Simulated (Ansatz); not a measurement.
**Debugging a calculation of Ta₂Si**

Someone meant to compute Ta₂Si with r2SCAN, plane waves and PAW in Ansatz and wrote this input.

```yaml
crystal:
  lattice:
    - [-3.0877629443, 3.0877629443, 2.5236412193]
    - [3.0877629443, -3.0877629443, 2.5236412193]
    - [3.0877629443, 3.0877629443, -2.5236412193]
  atoms:
    - { symbol: Ta, position: [0.6791573653, 0.8327336137, 0.5467015845] }
    - { symbol: Ta, position: [0.8969557871, 0.3557195858, 0.2074366355] }
    - { symbol: Ta, position: [0.3321604681, 0.1098801683, 0.4719505139] }
    - { symbol: Ta, position: [0.2107309688, 0.6745783704, 0.8558239124] }
    - { symbol: Si, position: [0.2311802612, 0.2473158353, -0.0188088069] }
    - { symbol: Si, position: [0.7413263448, 0.7464247134, -0.0390794601] }
basis:
  ecutwfc: 500
kpoints:
  mp_grid: { grid: [6, 6, 6] }
hamiltonian:
  xc: r2scan
scf:
  occupations: { method: gaussian, width: 0.1 }
output:
  forces: true
  stress: true
  eigenvalues: true
relax:
  adjacent_minimum: "off"
  f_tol: 0.005
  max_steps: 3
  cell: { stress_tol: 0.05 }
```

Command:

```bash
ansatz run input.yaml --threads 1 --pin off --max-ram 2560MiB --backend cpu --events-out ev --progress --plain --runs-dir out
```

From the log (HF is the Harris–Foulkes energy, dr2 the density residual in eV):

```text
PAW frozen core: Si, regenerated for the run's functional (the file was generated under x = pbe(κ = 0.804, μ = 0.2195), c = pbe(β = 0.0667))
Initial density: superposition of atomic densities, corrected by the library's trained network
SCF iter   1: HF=-41056.498288 eV  Δρ=7.35e-3  dr2=5.05e-2  dr2_τ=1.18e-1
SCF iter   2: HF=-41056.594331 eV  Δρ=4.83e-3  dr2=1.73e-2  dr2_τ=9.39e-4
SCF iter   3: HF=-41056.596606 eV  Δρ=9.84e-4  dr2=1.58e-3  dr2_τ=3.48e-4
SCF iter   4: HF=-41056.596497 eV  Δρ=3.06e-4  dr2=1.31e-4  dr2_τ=2.75e-5
   ...
SCF 1 converged in 8 iterations: F = -41056.596496 eV  dr2 = 1.01e-8
relax step   1: F+E_penalty+E_count = -41056.59649633 eV  Δ(F+E_penalty+E_count) = +0.000e0 eV  max|allowed force component| = 6.702e0 eV/Å  Δτ_max = 0.0000 Å  P = +9.203 GPa  Ω = 96.244 Å³  (8 SCF iters, dr2 threshold 1.00e-7 eV, accepted)
Crystal: 6 atoms, lattice volume = 94.935 Å³
Basis set: ecut = 500 eV, 2387 PW (Γ), exchange–correlation on 160×160×160 points (64 copies of the dense FFT grid, shifted against one another)
Initial density: handed on by an earlier stage of this run
SCF 2 converged in 8 iterations: F = -41058.881964 eV  dr2 = 1.38e-7
relax step   2: F+E_penalty+E_count = -41058.88196443 eV  Δ(F+E_penalty+E_count) = -2.285e0 eV  max|allowed force component| = 1.360e0 eV/Å  Δτ_max = 0.1944 Å  P = +3.472 GPa  Ω = 94.935 Å³  energy of the carried Pulay correction = +3.885e-4 eV  (8 SCF iters, dr2 threshold 6.00e-7 eV, accepted)
Crystal: 6 atoms, lattice volume = 95.858 Å³
Basis set: ecut = 500 eV, 2429 PW (Γ), exchange–correlation on 160×160×160 points (64 copies of the dense FFT grid, shifted against one another)
SCF iter   9: HF=-41059.081877 eV  Δρ=1.33e-6  dr2=3.04e-9  dr2_τ=3.29e-10
SCF iter  10: HF=-41059.081877 eV  Δρ=4.40e-7  dr2=4.29e-10  dr2_τ=8.87e-11
SCF iter  11: F=-41059.081877 eV  HF=-41059.081877 eV  Δρ=8.00e-8  dr2=5.28e-12  dr2_τ=1.37e-12
SCF 3 converged in 11 iterations: F = -41059.081877 eV  dr2 = 5.28e-12
relax step   3: F+E_penalty+E_count = -41059.08187652 eV  Δ(F+E_penalty+E_count) = -1.999e-1 eV  max|allowed force component| = 1.183e-1 eV/Å  Δτ_max = 0.0884 Å  P = +0.320 GPa  Ω = 95.858 Å³  energy of the carried Pulay correction = +1.140e-4 eV  (11 SCF iters, accepted)
Step failed. What follows is not a result of the run: it is the report of the last solve that finished, which converged after 11 SCF iterations.
Free energy (F): -41059.081877 eV
E sigma→0 (E₀):  -41059.076151 eV
Entropy (-TS):   -0.011450 eV (-1.908 meV/atom)
Fermi energy:    17.575100 eV
--- Forces (eV/Å), atoms counted from 1 ---
  atom   1  Ta    -0.11158621     0.10793873     0.00708184
  atom   2  Ta    -0.11832482    -0.11562545    -0.00207563
  atom   3  Ta     0.11767296    -0.11007388     0.00355178
  atom   4  Ta     0.10882488     0.11124553    -0.00024539
  atom   5  Si    -0.00403906    -0.00361075    -0.00323487
  atom   6  Si     0.00745379     0.01012779    -0.00507819
--- Stress (GPa, compression-positive) ---
        0.381882      -0.188313       0.068169
       -0.188313      -0.121994      -0.066748
        0.068169      -0.066748       0.557521
  P = ⅓ Tr σ = 0.2725 GPa (2.725 kbar)
```

**Question.** Name the fault and the cure.

**Answer.** The fault is a relaxation cut at too few steps. Forces or stress still stood over their tolerances at the last step allowed. The cure is more steps.

Fix:

```diff
 relax:
-  max_steps: 3
+  max_steps: 100
```

Result of the mended run: a pressure of -0.02 GPa, a largest force of 0.003 eV/Å, no gap.

The mended run took 6.7 min on 1 thread of AMD EPYC 7R43 64-Core Processor (Zen 3), on a shared host, peak memory 0.85 GiB.